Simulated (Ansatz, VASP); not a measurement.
## One calculation of Se, two programs

The input INCAR:

```
SYSTEM = Se
ALGO     = Normal         ! electronic algorithm
EDIFF    = 1E-6           ! SCF threshold, eV
ENCUT    = 520            ! plane-wave cutoff, eV
GGA      = CA             ! functional
ISIF     = 2              ! what is computed and relaxed
ISMEAR   = -1             ! smearing method
LASPH    = .True.         ! aspherical terms in the spheres
LCHARG   = .False.        ! write CHGCAR
LREAL    = .False.        ! projectors in reciprocal space
LWAVE    = .False.        ! write WAVECAR
NELM     = 80             ! most SCF steps
PREC     = Accurate       ! precision mode
SIGMA    = 0.05           ! smearing width, eV
```

File KPOINTS:

```
k-points
0
Gamma
  7 7 7
  0 0 0
```

File POSCAR:

```
Se
1.0
    2.8105630200      0.0000000000      0.0000000000
    0.0000000000      2.8105630200      0.0000000000
    0.0000000000      0.0000000000      2.8105630200
Se
1
Direct
    0.0000000000      0.0000000000      0.0000000000
```

Contents of KPOINTS_OPT:

```
path GXMGRX,MR
20
line-mode
reciprocal
 0.0000000000  0.0000000000  0.0000000000  G
 0.0000000000  0.5000000000  0.0000000000  X

 0.0000000000  0.5000000000  0.0000000000  X
 0.5000000000  0.5000000000  0.0000000000  M

 0.5000000000  0.5000000000  0.0000000000  M
 0.0000000000  0.0000000000  0.0000000000  G

 0.0000000000  0.0000000000  0.0000000000  G
 0.5000000000  0.5000000000  0.5000000000  R

 0.5000000000  0.5000000000  0.5000000000  R
 0.0000000000  0.5000000000  0.0000000000  X

 0.5000000000  0.5000000000  0.0000000000  M
 0.5000000000  0.5000000000  0.5000000000  R
```

input.yaml

```yaml
crystal:
  lattice:
    - [2.81056302, 0.0, 0.0]
    - [0.0, 2.81056302, 0.0]
    - [0.0, 0.0, 2.81056302]
  atoms:
    - { symbol: Se, position: [0.0, 0.0, 0.0] }
hamiltonian:
  xc: lda
  pseudopotentials: { kind: paw }
kpoints:
  mp_grid: { grid: [7, 7, 7] }
  band_path:
    path:
      - [[0.0, 0.0, 0.0], [0.0, 0.5, 0.0], [0.5, 0.5, 0.0], [0.0, 0.0, 0.0], [0.5, 0.5, 0.5], [0.0, 0.5, 0.0]]
      - [[0.5, 0.5, 0.0], [0.5, 0.5, 0.5]]
    npoints: 14
scf:
  occupations: { method: fermi_dirac, width: 0.05 }
  n_extra_bands: 6
output:
  forces: true
  stress: true
  eigenvalues: true
  fatbands: false
  write_density: true
  write_potential: true
  elf: true
  volumetric_format: npy
```

This isn't the form of Se at room conditions, which is trigonal, of chains.

Alike in both runs: task band structure; functional LDA; k mesh 7 × 7 × 7; occupations fermi-dirac, width 0.05 eV; no spin polarisation.

|  | VASP | Ansatz |
| --- | --- | --- |
| version | VASP 6.6.1 | Ansatz 0.2.0 |
| potentials or method | VASP PAW LDA potentials, release 64 (Se) | Ansatz PAW |
| plane-wave cutoff (eV) | 520 | 420 |
| valence electrons in the cell | 6 | 16 |

```csv
,VASP,Ansatz,Ansatz less VASP
gap on the k mesh at the Fermi level (eV),none,none,-
pressure (GPa),-3.6,-3.7,-0.12
```

A gap of «none» marks a metal or a gap that the smearing closes. The two sets of potentials don't hold the same shells in valence.

Caveats: the PAW data sets come from PBE, with cores solved anew for the run's functional, which leaves a small shift of forces and pressure (Ansatz).
